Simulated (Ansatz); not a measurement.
The following input was run with Ansatz 0.2.0.

```yaml
crystal:
  lattice:
    - [3.6790720029, 0.0, 0.0]
    - [0.0, 3.7051806738, 0.0]
    - [0.0, 0.0, 29.7972630146]
  atoms:
    - { symbol: Si, position: [0.25, 0.5, 0.2517009699] }
    - { symbol: Si, position: [0.75, 0.0, 0.2520109569] }
    - { symbol: Zr, position: [0.75, 0.5, 0.3236522409] }
    - { symbol: Si, position: [0.25, 0.0, 0.3495751122] }
    - { symbol: Si, position: [0.75, 0.0, 0.4022808512] }
    - { symbol: Zr, position: [0.25, 0.5, 0.4282037225] }
    - { symbol: Si, position: [0.25, 0.0, 0.4998450065] }
    - { symbol: Si, position: [0.75, 0.5, 0.5001549935] }
    - { symbol: Zr, position: [0.75, 0.0, 0.5717962775] }
    - { symbol: Si, position: [0.25, 0.5, 0.5977191488] }
    - { symbol: Si, position: [0.75, 0.5, 0.6504248878] }
    - { symbol: Zr, position: [0.25, 0.0, 0.6763477591] }
    - { symbol: Si, position: [0.25, 0.5, 0.7479890431] }
    - { symbol: Si, position: [0.75, 0.0, 0.7482990301] }
basis:
  ecutwfc: 420
kpoints:
  mp_grid: { grid: [1, 1, 1] }
hamiltonian:
  xc: pbe
scf:
  occupations: { method: gaussian, width: 0.1 }
output:
  forces: true
  stress: true
  eigenvalues: true
efield:
  axis: 3
  dipole_correction: true
  ramp_width: 0.04
```

Launched with
```bash
ansatz run input.yaml --threads 1 --pin off --max-ram 2560MiB --backend cpu --events-out ev --progress --plain --runs-dir out
```

Method: DFT PBE, scalar-relativistic, plane waves, PAW in Ansatz.

From the run's log, abridged:

```
Pseudopotentials: kind: paw
Pseudopotential: Si, paw, valence charge 4, recommended cutoff 420 eV (normal)
Pseudopotential: Zr, paw, valence charge 12, recommended cutoff 420 eV (normal)
Functional definition: PBE
Crystal: 14 atoms, lattice volume = 406.185 Å³
Basis set: ecut = 420 eV, 7971 PW (Γ), exchange–correlation on 50×50×400 points (8 copies of the dense FFT grid, shifted against one another)
Bands: 58, of which v1, the nominal top of the filled ones, is band 44 counted from 1 (43 counted from 0)
Symmetry: 4 space group operations
k-points: 1
Initial density: superposition of atomic densities (neutral atoms: chi_scale 0, normalization atom), corrected by the library's trained network
Initial wavefunctions: pseudopotential atomic-orbital guess
Functional: x = pbe(κ = 0.804, μ = 0.21951497), c = pbe(β = 0.06672455)
SCF iter   1: F=—  HF=-23078.957213 eV  |F-HF|=—  |Δ(HF+E_count)|=         —  Δρ=3.18e-2  dr2=2.27e1  ethr=1.77e-3  p= 0.000 e·Å  D=-3.20e-14 V/Å  ΔV_dip=0.00 eV  dr2_dipole=3.93e-8  V_vac-E_F(+/−)=4.88/4.88 eV  ⟨swp⟩=12.0  Hψ=356  notcnv=0
efield: sawtooth ramp at fractional position 0.9800 (placed from the atoms, in the widest stretch of the axis that holds none; the zero of the levels goes with the place), width 0.0400; the density the first Hamiltonian is built on has a dipole p =  0.000 e·Å; the dipole correction subtracts the counter field D = -3.20e-14 V/Å, which shifts the + side's vacuum level by +0.00 eV against the − side's; the planar-averaged density in the ramp window peaks in size at 1.5e-5 e/Å³
SCF iter   2: F=—  HF=-23081.683315 eV  |F-HF|=—  |Δ(HF+E_count)|=    2.73e0  Δρ=3.98e-2  dr2=1.28e2  ethr=1.77e-3  p=0.000 e·Å  D=1.31e-4 V/Å  ΔV_dip= 0.00 eV  dr2_dipole=1.64e-6  V_vac-E_F(+/−)=6.61/6.62 eV  ⟨swp⟩=4.0  Hψ=142  notcnv=0  defer=9  recentre
SCF iter   3: F=—  HF=-23077.715446 eV  |F-HF|=—  |Δ(HF+E_count)|=    3.97e0  Δρ=1.40e-2  dr2=1.62e0  ethr=1.77e-3  p= 0.000 e·Å  D=-1.02e-5 V/Å  ΔV_dip=0.00 eV  dr2_dipole=8.16e-6  V_vac-E_F(+/−)=5.30/5.30 eV  ⟨swp⟩=4.0  Hψ=152  notcnv=0  defer=6
SCF iter   4: F=—  HF=-23077.583973 eV  |F-HF|=—  |Δ(HF+E_count)|=   1.31e-1  Δρ=5.11e-3  dr2=5.93e-1  ethr=1.77e-3  p= 0.000 e·Å  D=-1.76e-5 V/Å  ΔV_dip=0.00 eV  dr2_dipole=2.94e-5  V_vac-E_F(+/−)=5.54/5.54 eV  ⟨swp⟩=3.0  Hψ=98  notcnv=0  defer=7
SCF iter   5: F=—  HF=-23077.549961 eV  |F-HF|=—  |Δ(HF+E_count)|=   3.40e-2  Δρ=2.80e-3  dr2=6.77e-2  ethr=6.73e-4  p= 0.000 e·Å  D=-1.26e-5 V/Å  ΔV_dip=0.00 eV  dr2_dipole=1.30e-4  V_vac-E_F(+/−)=5.58/5.58 eV  ⟨swp⟩=2.0  Hψ=79  notcnv=0  defer=7
SCF iter   6: F=—  HF=-23077.535158 eV  |F-HF|=—  |Δ(HF+E_count)|=   1.48e-2  Δρ=1.33e-3  dr2=6.69e-3  ethr=7.70e-5  p= 0.000 e·Å  D=-4.01e-6 V/Å  ΔV_dip=0.00 eV  dr2_dipole=1.83e-5  V_vac-E_F(+/−)=5.58/5.58 eV  ⟨swp⟩=3.0  Hψ=96  notcnv=0  defer=7
SCF iter   7: F=—  HF=-23077.535476 eV  |F-HF|=—  |Δ(HF+E_count)|=   3.18e-4  Δρ=5.71e-4  dr2=4.42e-3  ethr=7.60e-6  p= 0.000 e·Å  D=-2.12e-6 V/Å  ΔV_dip=0.00 eV  dr2_dipole=4.63e-6  V_vac-E_F(+/−)=5.56/5.56 eV  ⟨swp⟩=2.0  Hψ=94  notcnv=0  defer=7
SCF iter   8: F=—  HF=-23077.535488 eV  |F-HF|=—  |Δ(HF+E_count)|=   1.24e-5  Δρ=3.66e-4  dr2=1.38e-3  ethr=5.02e-6  p=0.000 e·Å  D=3.56e-7 V/Å  ΔV_dip= 0.00 eV  dr2_dipole=8.23e-9  V_vac-E_F(+/−)=5.57/5.57 eV  ⟨swp⟩=2.0  Hψ=70  notcnv=0  defer=7
SCF iter   9: F=—  HF=-23077.535354 eV  |F-HF|=—  |Δ(HF+E_count)|=   1.35e-4  Δρ=2.28e-4  dr2=5.00e-4  ethr=1.57e-6  p=0.000 e·Å  D=6.07e-7 V/Å  ΔV_dip= 0.00 eV  dr2_dipole=5.64e-7  V_vac-E_F(+/−)=5.56/5.56 eV  ⟨swp⟩=2.0  Hψ=74  notcnv=0  defer=7
SCF iter  10: F=—  HF=-23077.535306 eV  |F-HF|=—  |Δ(HF+E_count)|=   4.73e-5  Δρ=1.09e-4  dr2=1.46e-4  ethr=5.68e-7  p=0.000 e·Å  D=1.75e-6 V/Å  ΔV_dip= 0.00 eV  dr2_dipole=6.37e-7  V_vac-E_F(+/−)=5.57/5.57 eV  ⟨swp⟩=2.0  Hψ=79  notcnv=0  defer=7
SCF iter  11: F=—  HF=-23077.535324 eV  |F-HF|=—  |Δ(HF+E_count)|=   1.80e-5  Δρ=7.00e-5  dr2=8.52e-5  ethr=1.66e-7  p= 0.000 e·Å  D=-3.85e-6 V/Å  ΔV_dip=0.00 eV  dr2_dipole=3.08e-6  V_vac-E_F(+/−)=5.57/5.57 eV  ⟨swp⟩=3.0  Hψ=74  notcnv=0  defer=7
SCF iter  12: F=—  HF=-23077.535291 eV  |F-HF|=—  |Δ(HF+E_count)|=   3.30e-5  Δρ=5.18e-5  dr2=2.22e-5  ethr=9.68e-8  p=0.000 e·Å  D=6.29e-7 V/Å  ΔV_dip= 0.00 eV  dr2_dipole=1.19e-7  V_vac-E_F(+/−)=5.57/5.57 eV  ⟨swp⟩=2.0  Hψ=78  notcnv=0  defer=7
SCF iter  13: F=—  HF=-23077.535290 eV  |F-HF|=—  |Δ(HF+E_count)|=   9.03e-7  Δρ=3.52e-5  dr2=1.20e-5  ethr=2.52e-8  p= 0.000 e·Å  D=-2.42e-6 V/Å  ΔV_dip=0.00 eV  dr2_dipole=9.40e-8  V_vac-E_F(+/−)=5.57/5.57 eV  ⟨swp⟩=2.0  Hψ=66  notcnv=0  defer=7
SCF iter  14: F=—  HF=-23077.535289 eV  |F-HF|=—  |Δ(HF+E_count)|=   1.39e-6  Δρ=2.30e-5  dr2=4.84e-6  ethr=1.36e-8  p=0.000 e·Å  D=1.55e-6 V/Å  ΔV_dip= 0.00 eV  dr2_dipole=1.32e-10  V_vac-E_F(+/−)=5.57/5.57 eV  ⟨swp⟩=2.0  Hψ=65  notcnv=0  defer=7
SCF iter  15: F=—  HF=-23077.535288 eV  |F-HF|=—  |Δ(HF+E_count)|=   6.24e-7  Δρ=1.47e-5  dr2=2.19e-6  ethr=5.50e-9  p= 0.000 e·Å  D=-1.10e-6 V/Å  ΔV_dip=0.00 eV  dr2_dipole=1.52e-8  V_vac-E_F(+/−)=5.57/5.57 eV  ⟨swp⟩=2.0  Hψ=74  notcnv=0  defer=7
SCF iter  16: F=—  HF=-23077.535288 eV  |F-HF|=—  |Δ(HF+E_count)|=   3.76e-7  Δρ=9.27e-6  dr2=7.62e-7  ethr=2.48e-9  p=0.000 e·Å  D=2.08e-6 V/Å  ΔV_dip= 0.00 eV  dr2_dipole=3.59e-8  V_vac-E_F(+/−)=5.57/5.57 eV  ⟨swp⟩=2.0  Hψ=78  notcnv=0  defer=7
SCF iter  17: F=—  HF=-23077.535288 eV  |F-HF|=—  |Δ(HF+E_count)|=   5.19e-9  Δρ=5.34e-6  dr2=4.29e-7  ethr=8.66e-10  p= 0.000 e·Å  D=-2.06e-6 V/Å  ΔV_dip=0.00 eV  dr2_dipole=1.62e-10  V_vac-E_F(+/−)=5.57/5.57 eV  ⟨swp⟩=3.0  Hψ=83  notcnv=0  defer=7
SCF iter  18: F=-23077.535288 eV  HF=-23077.535288 eV  |F-HF|=1.42e-8  |Δ(HF+E_count)|=   1.28e-8  Δρ=2.02e-6  dr2=3.30e-8  ethr=1.14e-10  p=0.000 e·Å  D=4.00e-7 V/Å  ΔV_dip= 0.00 eV  dr2_dipole=6.94e-9  V_vac-E_F(+/−)=5.57/5.57 eV  ⟨swp⟩=18.0  Hψ=351  notcnv=0
SCF 1 converged in 18 iterations: F = -23077.535288 eV  dr2 = 3.30e-8
SCF converged after 18 iterations
Free energy (F): -23077.535288 eV
Harris-Foulkes:  -23077.535288 eV  (|F-HF|=1.42e-8)
Internal energy: -23077.465009 eV  (E = F + TS)
E sigma→0 (E₀):  -23077.500148 eV
Entropy (-TS):   -0.070279 eV (-5.020 meV/atom)
Fermi energy:    4.807565 eV
Dipole field:    D = 0.000079 V/Å  (p = 0.000177 e·Å, saw-weighted, corrected)
Work function:   Φ+ = 5.5642 eV   Φ− = 5.5666 eV
Levels:          The Fermi level and band energies are counted from a zero that moves with the ramp; work functions are not
--- Per-component energies (eV) ---
  E_band       = -876.254382
  E_kinetic    = 1764.714424
  E_local      = -57074.651234  (includes V_loc(G=0)·N_el)
  E_nonlocal   = 584.459116
  E_hartree    = 27718.533993
  E_xc         = -1207.490988
  E_vxc        = -1243.012761  (∫ρ·V_xc dr)
  E_paw        = -16942.814932  (= ΣΔE_a)
  E_vpaw       = -344.838734  (= ΣTr[D̂ρ^β])
  E_aug_tail   = 0.000165  (compensation charges beyond the density's cutoff)
  E_efield     = 0.000000  (sawtooth field / dipole correction)
  E_vefield    = 0.000000  (∫n·V_field dr)
  E_ewald      = 22079.784447
  E_smearing   = -0.070279  (= −TS)
--- Forces (eV/Å), atoms counted from 1 ---
  atom   1  Si     0.00000000     0.00000000     0.24417944
  atom   2  Si     0.00000000     0.00000000     0.53137366
  atom   3  Zr     0.00000000     0.00000000    -0.54886194
  atom   4  Si     0.00000000     0.00000000     4.52143357
  atom   5  Si     0.00000000     0.00000000    -4.98250625
  atom   6  Zr     0.00000000     0.00000000    -1.14813643
  atom   7  Si     0.00000000     0.00000000    -0.19701311
  atom   8  Si     0.00000000     0.00000000     0.19697458
  atom   9  Zr     0.00000000     0.00000000     1.14815620
  atom  10  Si     0.00000000     0.00000000     4.98249520
  atom  11  Si     0.00000000     0.00000000    -4.52144338
  atom  12  Zr     0.00000000     0.00000000     0.54885664
  atom  13  Si     0.00000000     0.00000000    -0.53136248
  atom  14  Si     0.00000000     0.00000000    -0.24416475
--- Stress (GPa, compression-positive) ---
       14.025419       0.000000       0.000000
        0.000000      10.950332       0.000000
        0.000000       0.000000      -4.851436
  P = ⅓ Tr σ = 6.7081 GPa (67.081 kbar)
--- Band table (eV) ---
  k-point 0: bands = ["-44.6301", "-44.6298", "-44.2199", "-44.2199", "-22.7524", "-22.7512", "-22.7384", "-22.7232", "-22.6566", "-22.6554", "-22.3455", "-22.3454", "-22.2881", "-22.2881", "-22.2492", "-22.2488", "-7.5721", "-7.1879", "-6.4571", "-5.6184", "-5.4544", "-3.4899", "-2.9221", "-0.0716", "0.7501", "0.8953", "1.5301", "1.5560", "1.5974", "1.6528", "1.6724", "1.8493", "1.9565", "2.0672", "2.2552", "2.3387", "3.0381", "3.1065", "3.1565", "3.1830", "3.2066", "3.2074", "4.6087", "4.7373", "4.8771", "5.2985", "5.3609", "5.6606", "5.7983", "5.9797", "6.0088", "6.2881", "6.3521", "6.3913", "6.4911", "6.6214", "7.0534", "7.3899"]
```

The calculation finished and met its thresholds.

Time: 6.8 s on 1 thread of Intel(R) Xeon(R) Platinum 8259CL CPU @ 2.50GHz (Skylake/Cascade Lake) (shared host), peak memory 0.49 GiB.